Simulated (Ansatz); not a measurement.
Stackings of close-packed layers of Hf (one atom a layer), each relaxed to a stress under 0.05 GPa; h and k mark layers whose two neighbours have the same or different letters; energies count from the stacking AB (P6_3/mmc).

Method: DFT PBE, scalar-relativistic, plane waves, PAW in Ansatz 0.2.0.

Plane waves to 420 eV, a k mesh through Γ of 15×15×2 on the computed 9-atom cell and Gaussian smearing (0.10 eV); no spin polarisation.

Start (ABABCBCAC (khhkhhkhh)):

```xyz
9
Lattice="3.2047 0.0000 0.0000 -1.6023 2.7753 0.0000 0.0000 0.0000 22.8078" Properties=species:S:1:pos:R:3 pbc="T T T"
Hf    0.0000    0.0000    0.0000
Hf    0.0000    1.8502    2.5342
Hf    0.0000    0.0000    5.0684
Hf    0.0000    1.8502    7.6026
Hf    1.6023    0.9251   10.1368
Hf    0.0000    1.8502   12.6710
Hf    1.6023    0.9251   15.2052
Hf    0.0000    0.0000   17.7394
Hf    1.6023    0.9251   20.2736
```

Problem. Relax it.

Solution. The free energy falls by 1 meV/atom.

- excess energy (meV/atom): 31.5
- spacing of like layers (Å): 2.556
- a (Å): 3.196
- gap on the mesh (eV): 0

Relaxed structure:
```yaml
crystal:
  lattice:
    - [3.19613, 0.00000, 0.00000]
    - [-1.59806, 2.76793, 0.00000]
    - [0.00000, 0.00000, 23.00368]
  atoms:
    - { symbol: Hf, position: [0.00000, 0.00000, 0.00000] }
    - { symbol: Hf, position: [0.33333, 0.66667, 0.11062] }
    - { symbol: Hf, position: [0.00000, 0.00000, 0.22271] }
    - { symbol: Hf, position: [0.33333, 0.66667, 0.33333] }
    - { symbol: Hf, position: [0.66667, 0.33333, 0.44396] }
    - { symbol: Hf, position: [0.33333, 0.66667, 0.55604] }
    - { symbol: Hf, position: [0.66667, 0.33333, 0.66667] }
    - { symbol: Hf, position: [0.00000, 0.00000, 0.77729] }
    - { symbol: Hf, position: [0.66667, 0.33333, 0.88938] }
```

Spin-orbit coupling is left out, which matters for the bands of heavy elements.

Small energy differences in metals hang on the k mesh (about 10 mJ/m² or 1 to 2 meV/atom on the mesh of the relaxation).

Time: 6.4 min on 1 thread of AMD EPYC 7R13 Processor (Zen 3), with other jobs on the host, peak memory 1.3 GiB.